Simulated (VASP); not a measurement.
A run of VASP 6.6.1 is set up as follows.

INCAR

```
SYSTEM = W
ALGO = Normal
EDIFF = 1E-7
EDIFFG = -0.01
ENCUT = 600
GGA = PE
IBRION = 2
ISIF = 3
ISMEAR = -1
IVDW = 13
LASPH = .True.
LCHARG = .False.
LREAL = .False.
LWAVE = .False.
NELM = 100
NSW = 60
PREC = Accurate
SIGMA = 0.05
```

KPOINTS

```
k-points
0
Gamma
  12 12 12
  0 0 0
```

The input POSCAR:

```
W
1.0
   -1.5823450000      1.5823450000      1.5823450000
    1.5823450000     -1.5823450000      1.5823450000
    1.5823450000      1.5823450000     -1.5823450000
W
1
Direct
    0.0000000000      0.0000000000      0.0000000000
```

Potentials or basis: VASP PAW PBE potentials, release 64 (W_sv).

Run with:

```bash
$ cat potpaw_PBE.64/W_sv/POTCAR > POTCAR
$ mpirun -np 1 vasp_std > vasp.out
```

Predict the dispersion energy per atom.

-0.723 eV.

Predict the relaxed volume.

15.83 Å³/atom.

Predict the space group after relaxing (to 0.05 Å).

Im-3m (No. 229).

Final structure:
```cif
data_structure
_symmetry_space_group_name_H-M 'P 1'
_symmetry_Int_Tables_number 1
_cell_length_a 2.7399
_cell_length_b 2.7399
_cell_length_c 2.7399
_cell_angle_alpha 109.471
_cell_angle_beta 109.471
_cell_angle_gamma 109.471
_cell_volume 15.83
loop_
_atom_site_label
_atom_site_type_symbol
_atom_site_fract_x
_atom_site_fract_y
_atom_site_fract_z
_atom_site_occupancy
W1 W 0.00000 0.00000 0.00000 1
```

Caveat: pairwise dispersion overbinds metals, which lowers pressure and volume. The run has no spin-orbit coupling, so splittings on W are missing.
